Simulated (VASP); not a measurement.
**Li2O: single point with PBE**

Crystal: Li2O.

```xyz
3
Lattice="0.0000 2.3126 2.3126 2.3126 0.0000 2.3126 2.3126 2.3126 0.0000" Properties=species:S:1:pos:R:3 pbc="T T T"
O     0.0000    0.0000    0.0000
Li    1.1563    1.1563    1.1563
Li    3.4689    3.4689    3.4689
```

The cell was built by a generator and needn't be a form met in nature.

```yaml
Program: VASP 6.6.1
Task: single point
Functional: PBE
Potentials_or_basis: VASP PAW PBE potentials, release 64 (O, Li_sv)
Cutoff: 520 eV
k_mesh: 10 × 10 × 10
Occupations: fermi-dirac, width 0.02 eV
Spin: no spin polarisation
```

| Item | Value |
| --- | --- |
| Band gap on the k mesh | 4.96 eV, indirect (least direct gap 5.25 eV) |

Levels at points of the mesh, in eV from the valence-band top:
| k point | band 4 | band 5 | band 6 | band 7 | band 8 | band 9 |
| --- | --- | --- | --- | --- | --- | --- |
| (0.00, 0.00, 0.00) | 0.00 | 0.00 | 0.00 | 5.25 | 11.91 | 11.91 |
| (0.50, 0.00, 0.00) | -2.76 | -0.44 | -0.44 | 9.19 | 9.79 | 12.04 |
| (0.50, 0.50, 0.00) | -1.59 | -1.38 | -1.38 | 4.96 | 13.50 | 13.50 |

Run time: 12 s on 1 thread of Intel(R) Xeon(R) Platinum 8375C CPU @ 2.90GHz (Ice Lake), with other jobs on the host, peak memory 0.13 GiB.

 A k mesh can miss the band edges.
